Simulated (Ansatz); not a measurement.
# Si63HC2 (T centre in Si, 64-site cell): the cost of one run

Method: DFT PBE, scalar-relativistic, plane waves, PAW, and further levels as typed in the inputs, in Ansatz 0.2.0.

## 1. Starting point

Symmetry: Cm, No. 8, monoclinic system. Conventional cell: a = 15.361 Å, b = 15.361 Å, c = 10.862 Å, α = 90.00°, β = 90.00°, γ = 90.00°. C (site symmetry m) is surrounded by 1 C at 1.44 Å. Around C (site symmetry m) lie 1 H at 1.08 Å. Around H (site symmetry m) lie 1 C at 1.08 Å. Si (site symmetry m) is surrounded by 1 C at 2.03 Å. Si (site symmetry 1) is surrounded by 1 C at 2.06 Å and 3 Si at 2.35 Å. Si (site symmetry m) is surrounded by 1 C at 2.03 Å and 1 H at 2.31 Å. Si (site symmetry 1) is surrounded by 4 Si at 2.35 Å and 1 H at 2.69 Å. Si (site symmetry 1) has 4 Si at 2.35 Å as nearest neighbours. Only part of the 42 independent sites is listed.

Structure file:

```
C H Si
1.0
    10.86200    0.00000    0.00000
     0.00000   10.86200    0.00000
     0.00000    0.00000   10.86200
C H Si
2 1 63
Direct
  0.12500 0.12500 0.06056
  0.14802 0.14802 0.18944
  0.21706 0.21706 0.20786
  0.00000 0.00000 0.00000
  0.00000 0.25000 0.25000
  0.25000 0.00000 0.25000
  0.25000 0.25000 0.00000
  0.12500 0.37500 0.37500
  0.12500 0.37500 0.87500
  0.12500 0.87500 0.37500
  0.12500 0.87500 0.87500
  0.37500 0.12500 0.37500
  0.37500 0.12500 0.87500
  0.87500 0.12500 0.37500
  0.87500 0.12500 0.87500
  0.37500 0.37500 0.12500
  0.37500 0.87500 0.12500
  0.87500 0.37500 0.12500
  0.87500 0.87500 0.12500
  0.00000 0.00000 0.50000
  0.00000 0.50000 0.00000
  0.50000 0.00000 0.00000
  0.00000 0.25000 0.75000
  0.00000 0.75000 0.25000
  0.50000 0.25000 0.25000
  0.25000 0.00000 0.75000
  0.25000 0.50000 0.25000
  0.75000 0.00000 0.25000
  0.25000 0.25000 0.50000
  0.25000 0.75000 0.00000
  0.75000 0.25000 0.00000
  0.12500 0.12500 0.62500
  0.12500 0.62500 0.12500
  0.62500 0.12500 0.12500
  0.00000 0.50000 0.50000
  0.50000 0.00000 0.50000
  0.50000 0.50000 0.00000
  0.00000 0.75000 0.75000
  0.50000 0.25000 0.75000
  0.50000 0.75000 0.25000
  0.25000 0.50000 0.75000
  0.75000 0.00000 0.75000
  0.75000 0.50000 0.25000
  0.25000 0.75000 0.50000
  0.75000 0.25000 0.50000
  0.75000 0.75000 0.00000
  0.62500 0.37500 0.37500
  0.62500 0.37500 0.87500
  0.62500 0.87500 0.37500
  0.62500 0.87500 0.87500
  0.37500 0.62500 0.37500
  0.37500 0.62500 0.87500
  0.87500 0.62500 0.37500
  0.87500 0.62500 0.87500
  0.37500 0.37500 0.62500
  0.37500 0.87500 0.62500
  0.87500 0.37500 0.62500
  0.87500 0.87500 0.62500
  0.50000 0.50000 0.50000
  0.50000 0.75000 0.75000
  0.75000 0.50000 0.75000
  0.75000 0.75000 0.50000
  0.12500 0.62500 0.62500
  0.62500 0.12500 0.62500
  0.62500 0.62500 0.12500
  0.62500 0.62500 0.62500
```

## 2. Relaxing the atoms: Si63HC2 defect cell, moments +

input.yaml reads:

```yaml
crystal:
  lattice:
    - [10.862, 0.0, 0.0]
    - [0.0, 10.862, 0.0]
    - [0.0, 0.0, 10.862]
  atoms:
    - { symbol: C, position: [0.125, 0.125, 0.06055515], spin: 1.0 }
    - { symbol: C, position: [0.14801602, 0.14801602, 0.18944485] }
    - { symbol: H, position: [0.21706408, 0.21706408, 0.20785767] }
    - { symbol: Si, position: [0.0, 0.0, 0.0] }
    - { symbol: Si, position: [0.0, 0.25, 0.25] }
    - { symbol: Si, position: [0.25, 0.0, 0.25] }
    - { symbol: Si, position: [0.25, 0.25, 0.0] }
    - { symbol: Si, position: [0.125, 0.375, 0.375] }
    - { symbol: Si, position: [0.125, 0.375, 0.875] }
    - { symbol: Si, position: [0.125, 0.875, 0.375] }
    - { symbol: Si, position: [0.125, 0.875, 0.875] }
    - { symbol: Si, position: [0.375, 0.125, 0.375] }
    - { symbol: Si, position: [0.375, 0.125, 0.875] }
    - { symbol: Si, position: [0.875, 0.125, 0.375] }
    - { symbol: Si, position: [0.875, 0.125, 0.875] }
    - { symbol: Si, position: [0.375, 0.375, 0.125] }
    - { symbol: Si, position: [0.375, 0.875, 0.125] }
    - { symbol: Si, position: [0.875, 0.375, 0.125] }
    - { symbol: Si, position: [0.875, 0.875, 0.125] }
    - { symbol: Si, position: [0.0, 0.0, 0.5] }
    - { symbol: Si, position: [0.0, 0.5, 0.0] }
    - { symbol: Si, position: [0.5, 0.0, 0.0] }
    - { symbol: Si, position: [0.0, 0.25, 0.75] }
    - { symbol: Si, position: [0.0, 0.75, 0.25] }
    - { symbol: Si, position: [0.5, 0.25, 0.25] }
    - { symbol: Si, position: [0.25, 0.0, 0.75] }
    - { symbol: Si, position: [0.25, 0.5, 0.25] }
    - { symbol: Si, position: [0.75, 0.0, 0.25] }
    - { symbol: Si, position: [0.25, 0.25, 0.5] }
    - { symbol: Si, position: [0.25, 0.75, 0.0] }
    - { symbol: Si, position: [0.75, 0.25, 0.0] }
    - { symbol: Si, position: [0.125, 0.125, 0.625] }
    - { symbol: Si, position: [0.125, 0.625, 0.125] }
    - { symbol: Si, position: [0.625, 0.125, 0.125] }
    - { symbol: Si, position: [0.0, 0.5, 0.5] }
    - { symbol: Si, position: [0.5, 0.0, 0.5] }
    - { symbol: Si, position: [0.5, 0.5, 0.0] }
    - { symbol: Si, position: [0.0, 0.75, 0.75] }
    - { symbol: Si, position: [0.5, 0.25, 0.75] }
    - { symbol: Si, position: [0.5, 0.75, 0.25] }
    - { symbol: Si, position: [0.25, 0.5, 0.75] }
    - { symbol: Si, position: [0.75, 0.0, 0.75] }
    - { symbol: Si, position: [0.75, 0.5, 0.25] }
    - { symbol: Si, position: [0.25, 0.75, 0.5] }
    - { symbol: Si, position: [0.75, 0.25, 0.5] }
    - { symbol: Si, position: [0.75, 0.75, 0.0] }
    - { symbol: Si, position: [0.625, 0.375, 0.375] }
    - { symbol: Si, position: [0.625, 0.375, 0.875] }
    - { symbol: Si, position: [0.625, 0.875, 0.375] }
    - { symbol: Si, position: [0.625, 0.875, 0.875] }
    - { symbol: Si, position: [0.375, 0.625, 0.375] }
    - { symbol: Si, position: [0.375, 0.625, 0.875] }
    - { symbol: Si, position: [0.875, 0.625, 0.375] }
    - { symbol: Si, position: [0.875, 0.625, 0.875] }
    - { symbol: Si, position: [0.375, 0.375, 0.625] }
    - { symbol: Si, position: [0.375, 0.875, 0.625] }
    - { symbol: Si, position: [0.875, 0.375, 0.625] }
    - { symbol: Si, position: [0.875, 0.875, 0.625] }
    - { symbol: Si, position: [0.5, 0.5, 0.5] }
    - { symbol: Si, position: [0.5, 0.75, 0.75] }
    - { symbol: Si, position: [0.75, 0.5, 0.75] }
    - { symbol: Si, position: [0.75, 0.75, 0.5] }
    - { symbol: Si, position: [0.125, 0.625, 0.625] }
    - { symbol: Si, position: [0.625, 0.125, 0.625] }
    - { symbol: Si, position: [0.625, 0.625, 0.125] }
    - { symbol: Si, position: [0.625, 0.625, 0.625] }
magnetization:
  spin_polarized: true
scf:
  occupations: { method: explicit, values: { up: [[1, 1]], down: [[1, 0]] } }
  n_extra_bands: 6
output:
  forces: true
  stress: false
  eigenvalues: true
  efg: {}
kpoints:
  mp_grid: { grid: [1, 1, 1] }
hamiltonian:
  xc: pbe
relax:
  f_tol: 0.01
  max_steps: 100
```

Started as:

```bash
$ ansatz run input.yaml --threads 8 --pin off --max-ram 24576MiB --backend cpu --events-out ev --progress --plain --runs-dir out
```

**Question.** How long does this run take on 8 threads of AMD EPYC 7R43 (Zen 3), shared host, and how much memory does it need?

About 68 s, with a peak of 1.6 GiB.
